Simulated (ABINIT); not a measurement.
Ti:

```xyz
1
Lattice="-1.6410 1.6410 1.6410 1.6410 -1.6410 1.6410 1.6410 1.6410 -1.6410" Properties=species:S:1:pos:R:3 pbc="T T T"
Ti    0.0000    0.0000    0.0000
```

This isn't the form of Ti at room conditions, which is hcp.

```yaml
Program: ABINIT 10.8.3 (patched build)
Task: relaxation of cell and atoms
Functional: PBE
Potentials_or_basis: PseudoDojo NC SR PBE v0.5 standard
Cutoff: 1143 eV
k_mesh: 8 × 8 × 8
Occupations: fermi-dirac, width 0.05 eV
Spin: no spin polarisation
```

At the start: pressure -2.6 GPa; volume 17.68 Å³/atom.

Question: How do energy, volume and symmetry change on relaxing?

Answer: Over 4 steps the energy falls by 3.5 meV/atom and the volume is 17.25 Å³/atom (-2.4 %); space group Im-3m (No. 229, to 0.05 Å).

Step by step:
| step | energy change (eV) | largest force (eV/Å) | pressure (GPa) | volume (Å³) |
| --- | --- | --- | --- | --- |
| 1 | 0.0000 | 0.0000 | -2.58 | 17.68 |
| 2 | -0.0019 | 0.0000 | -1.78 | 17.54 |
| 3 | -0.0035 | 0.0000 | 0.05 | 17.24 |
| 4 | -0.0035 | 0.0000 | 0.00 | 17.25 |

Final structure:
```
CELL_PARAMETERS angstrom
-1.62756 1.62756 1.62756
1.62756 -1.62756 1.62756
1.62756 1.62756 -1.62756
ATOMIC_POSITIONS crystal
Ti 0.00000 0.00000 0.00000
```
